**Question: can the share of a hidden plane be predicted from the other five?**

I am looking at a PBE calculation of an InP slab six atomic planes thick. For the empty states just above the Fermi level it lists how much of them sits on each plane, counted from the bottom face (row 1) to the top face (row 6). Heights are measured from a zero close to the topmost atoms, so they are negative. I have covered the results of the third plane.

Ansatz 0.2.0, PBE with plane waves (PAW, 420 eV cutoff), 15 × 11 × 1 k mesh, 0.05 eV Gaussian smearing, no spin polarisation. The system is a six-plane rock-salt InP(110) slab with the lower three planes held at bulk positions and the rest relaxed. Shares are for states 0 to 0.25 eV above the Fermi level; rows run from the bottom plane up, and heights are from the top atom.

| row | plane share | plane formula | plane height (Å) |
| --- | --- | --- | --- |
| 1 | 0.282 | InP | -9.703 |
| 2 | 0.159 | InP | -7.684 |
| 3 | ? | InP | ? |
| 4 | 0.132 | InP | -3.824 |
| 5 | 0.107 | InP | -1.799 |
| 6 | 0.183 | InP | -0.058 |

The two faces stand out, so I suspect surface states that die away into the slab. What should the third plane hold, and how sure can one be? And does the answer teach me anything about the surface?

**Answer**

First, look at which InP this is. The atomic positions put six neighbours around each inner atom, as in rock salt, whereas the InP of ordinary wafers is zinc blende with four. Rock-salt InP is a high-pressure phase and is known to be a metal. The usual picture of a semiconductor surface, with dangling-bond states sitting alone in a gap, is therefore the wrong starting point.

In a metal, the interior has states of its own at the energies where surface states would lie. Where such an interior state also matches its motion along the surface, a state that favours the surface can mix with it instead of fading to nothing within a few planes. The known rows fit this picture: the inner planes hold less than either face, yet none of them is close to empty. The third plane should accordingly look like an ordinary inner plane, below both faces and below the even share of one sixth.

Why should a face hold more at all? An electron spreads through the crystal by hopping between neighbouring atoms, and the more neighbours an atom has, the wider the range of energies over which its states are spread. An atom at this surface has lost two of its six neighbours. Its states are squeezed into a narrower band, so more of them fall within each electronvolt near the middle of that band. For now I assume that the window lies there, a point to check after the reveal, and I ignore the difference between the In and P levels.

This can be turned into a number. Let $z$ be the number of neighbours and $t$ the strength of one hop. In the simplest tight-binding picture the mean square spread of the levels is $z t^2$, so the band width grows as $\sqrt{z}$. A fixed number of states in a band of that width has a density proportional to $1/\sqrt{z}$.

A face atom thus gets the weight $1/\sqrt{4} = 0.5$ and an inner atom $1/\sqrt{6} \approx 0.408$. Two faces and four inner planes add up to $2 \times 0.5 + 4 \times 0.408 \approx 2.63$. The inner share is then $0.408/2.63 \approx 0.155$. No constant was adjusted to the table, but the error bar of 0.05 comes from it: it is the typical (rms) miss of the rule on the five known planes.

A cruder route skips the physics and takes the midpoint of the two adjacent planes, which gives 0.146. The same recipe applied to the fifth plane misses by 0.05, so that is a fair error bar here too.

There is also a much sharper route. If the shares are parts of one total, all six must add up to one. The five known ones add up to 0.863, which leaves 0.137, uncertain by 0.003 through rounding alone. I take this as the main forecast, on the assumption that the shares are normalised over the six planes.

The height is simpler still. The lower half of the slab was held at bulk positions, so the spacing between the first two planes should repeat. That puts the third plane at -5.665 Å. I had already seen the rounded atomic positions, so this is a check rather than a blind forecast; the 0.04 Å I allow covers their rounding.

| Forecast for the third plane | Value | Error bar |
|---|---|---|
| Share, from the sum of one (main forecast) | 0.137 | 0.003 |
| Share, from counting neighbours | 0.155 | 0.05 |
| Share, midpoint of adjacent planes | 0.146 | 0.05 |
| Height | -5.665 Å | 0.04 Å |

Now uncover the row.

The withheld rows as computed:

| row | plane share | plane formula | plane height (Å) |
| --- | --- | --- | --- |
| 3 | 0.137 | InP | -5.665 |

The main forecast and the height both agree with the table to its last digit. Neither hit is a success of surface physics. The first confirms that the shares are normalised, and the second that the plane was held where the bulk crystal would put it. The midpoint is too high by 0.009 and neighbour counting by 0.018, both well within their error bars.

The miss of neighbour counting is the more instructive one, because it may come largely from another plane. The rule expects 0.190 on the bottom face, but the calculation puts 0.282 there. Shares compete for a fixed total, so whatever the bottom face gains must be lost elsewhere, even if the actual number of states on the other planes stays the same.

One can check this with hindsight. Take the bottom face as calculated and divide the remaining $1 - 0.282 = 0.718$ among the other five planes by the same weights. They add up to $0.5 + 4 \times 0.408 \approx 2.13$, so each inner plane gets $0.718 \times 0.408/2.13 \approx 0.137$. The perfect match in row 3 deserves little weight, since rows 2 and 5 lie 0.022 above and 0.030 below that value. But it does show how a large excess at one face can make the forecast for an inner plane too high.

The same competition makes the top face look better understood than it is. Its share of 0.183 nearly equals the expected 0.190. Compared with the average of the inner planes known beforehand, however, it holds 1.38 times as much, where neighbour counting expects only 1.22 times. The rule gets the direction right at both faces and underestimates the excess at both. The output printed below gives the comparison plane by plane.

The right direction does not prove the reason, though. The rule assumed a window near the middle of a band, and the same calculation also counted the states in the neighbouring windows. The equally wide window just below ours holds more states, and the one just above holds less than half as many as ours. Our window therefore lies on a steep fall towards a sparse range of energies. Near the edge of a band, narrowing can remove states instead of adding them, so neighbour counting is not established as the cause of the excess. Another candidate is that losing neighbours shifts the levels of the face atoms: levels moved into a sparse range would stand out there. The shares in the neighbouring windows would help to test this.

That leaves the difference between the faces. Both consist of equal numbers of In and P atoms, so composition is not the reason. What differs is that the bottom face is frozen as if the crystal had just been cut, while the top face was free to relax. It moved inwards: the outermost spacing there is 1.74 Å, against 2.02 Å at the bottom.

This shortens the contacts between the top two planes by about 7 %. In the picture behind neighbour counting, shorter contacts mean stronger hopping and a wider band, hence fewer states per electronvolt, which would be the right direction. With the common rule that hopping falls off as the square of the distance, though, the band of the top plane widens by less than a tenth. The top share is about a third below the bottom one, so this effect alone is too weak.

My guess for the rest is that relaxation also shifts the energies of the states that favour the surface. The window is only 0.25 eV wide, so a modest shift can carry such states into it or out of it. The table cannot test this, because it covers only one window. The shares belong to that window alone: the calculated levels of a density functional are not exact excitation energies, and moving them slightly could redistribute the shares.

As for a decay length, I would not read one from this profile. The lowest share, 0.107, lies directly beneath the relaxed face, where a state fading smoothly inwards from that face should still be strong. In a slab this thin, electrons moving across it form only a few standing waves, whose crests and nodes can make one inner plane richer than the next. A decay length would need a thicker slab, in which the middle planes settle to a common value.

If you want to know how a free face of this phase would behave, start from the top one. The large value at the bottom describes a cut crystal that was not allowed to respond, whereas the relaxed face exceeds the inner planes by much less. Even the top face is only a model: rock-salt InP is a high-pressure phase, here given a face in vacuum, and the calculation left no room for a reconstruction in which the surface atoms rearrange into a larger repeating pattern. Nor is counting neighbours a safe guide on its own: the atoms of both faces have the same number of neighbours, yet the two shares differ by more than the whole effect that the rule predicts.

Numerical output:

```
Sum of the five known shares: 0.863
Main forecast for row 3 from shares adding to one: 0.137
Error bar of the main forecast from rounding: 0.003
Bond-counting forecast for row 3: 0.1551
Error bar of bond counting from rms miss on known rows: 0.04772
Midpoint forecast for row 3 from rows 2 and 4: 0.1455
Error bar of the midpoint rule from its miss at row 5: 0.0505
Height forecast for row 3 in angstrom: -5.665
Error bar of the height forecast in angstrom: 0.04
Computed share of row 3: 0.137
Miss of the main forecast as forecast less computed: 0
Miss of bond counting at row 3 as forecast less computed: 0.01805
Miss of the midpoint at row 3 as forecast less computed: 0.0085
Computed height of row 3 in angstrom: -5.665
Miss of the height forecast in angstrom: -8.882e-16
Sum of all six computed shares: 1
Bond counting against the calculation:
  row  neighbours  predicted share  computed share       miss
    1           4           0.1899           0.282    -0.0921
    2           6           0.1551           0.159  -0.003949
    3           6           0.1551           0.137    0.01805
    4           6           0.1551           0.132    0.02305
    5           6           0.1551           0.107    0.04805
    6           4           0.1899           0.183   0.006898
Even share per plane: 0.1667
Bottom face over mean of inner rows 2 and 4 and 5: 2.126
Top face over mean of inner rows 2 and 4 and 5: 1.379
Face over inner plane in bond counting: 1.225
Spacing of rows 1 and 2 in angstrom: 2.019
Spacing of rows 5 and 6 in angstrom: 1.741
Change of the top spacing against the bottom one in percent: -13.77
Contact between rows 5 and 6 in angstrom: 2.666
Contact between rows 1 and 2 in angstrom: 2.855
```
